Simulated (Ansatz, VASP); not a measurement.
**Ru in VASP and in Ansatz**

Contents of INCAR:

```
ALGO     = Normal         # electronic algorithm
EDIFF    = 1E-7           # SCF threshold, eV
ENCUT    = 520            # plane-wave cutoff, eV
GGA      = PS             # functional
ISIF     = 2              # what is computed and relaxed
ISMEAR   = -1             # smearing method
LASPH    = T              # aspherical terms in the spheres
LCHARG   = T              # write CHGCAR
LELF     = T              # ELF
LREAL    = F              # projectors in reciprocal space
LVHAR    = T            
LWAVE    = F              # write WAVECAR
NBANDS   = 21             # bands
NELM     = 60             # most SCF steps
PREC     = Accurate       # precision mode
SIGMA    = 0.03           # smearing width, eV
```

File KPOINTS:

```
k-points
0
Gamma
  14 14 8
```

The input POSCAR:

```
Ru
1.0
    2.7237190573      0.0000000000      0.0000000000
   -1.3618595287      2.3588098964      0.0000000000
    0.0000000000      0.0000000000      4.3102577801
Ru
2
Direct
    0.3333333333      0.6666666667      0.2500000000
    0.6666666667      0.3333333333      0.7500000000
```

Input for Ansatz:

```yaml
crystal:
  lattice:
    - [2.7237190573, 0.0, 0.0]
    - [-1.3618595287, 2.3588098964, 0.0]
    - [0.0, 0.0, 4.3102577801]
  atoms:
    - { symbol: Ru, position: [0.3333333333, 0.6666666667, 0.25] }
    - { symbol: Ru, position: [0.6666666667, 0.3333333333, 0.75] }
kpoints:
  mp_grid: { grid: [14, 14, 8] }
  band_path:
    path:
      - [0.0, 0.0, 0.0]
      - [0.5, 0.0, 0.0]
      - [0.3333333333, 0.3333333333, 0.0]
      - [0.0, 0.0, 0.0]
      - [0.0, 0.0, 0.5]
      - [0.5, 0.0, 0.5]
      - [0.3333333333, 0.3333333333, 0.5]
      - [0.0, 0.0, 0.5]
      - [0.5, 0.0, 0.5]
    npoints: 5
scf:
  occupations: { method: fermi_dirac, width: 0.03 }
hamiltonian:
  xc: pbesol
  pseudopotentials: { kind: all_electron, lapw: { basis_error: 0.0005 } }
output:
  forces: true
  stress: true
  eigenvalues: true
```

Change from the starting cell: volume scaled by 1.02.

Alike in both runs: task single point; functional PBEsol; k mesh 14 × 14 × 8; occupations fermi-dirac, width 0.03 eV; no spin polarisation.

|  | VASP | Ansatz |
| --- | --- | --- |
| version | VASP 6.6.1 | Ansatz 0.2.0 |
| potentials or method | VASP PAW PBE potentials, release 64 (Ru_pv) | all-electron LAPW, scalar-relativistic |
| plane-wave cutoff (eV) | 520 | see its input |

Ansatz gave:

```
pressure (GPa)                                  : -12.3
largest component of the traceless stress (GPa) : 1.58
```

Problem. Which values does VASP return?

Solution. Pressure (GPa): -12.3; largest component of the traceless stress (GPa): 1.56.

Ansatz ran all-electron here, so the differences hold the error of VASP's frozen core and of both bases.

Caveats: the PAW data sets were made with another functional, which shifts forces and pressure a little (VASP).
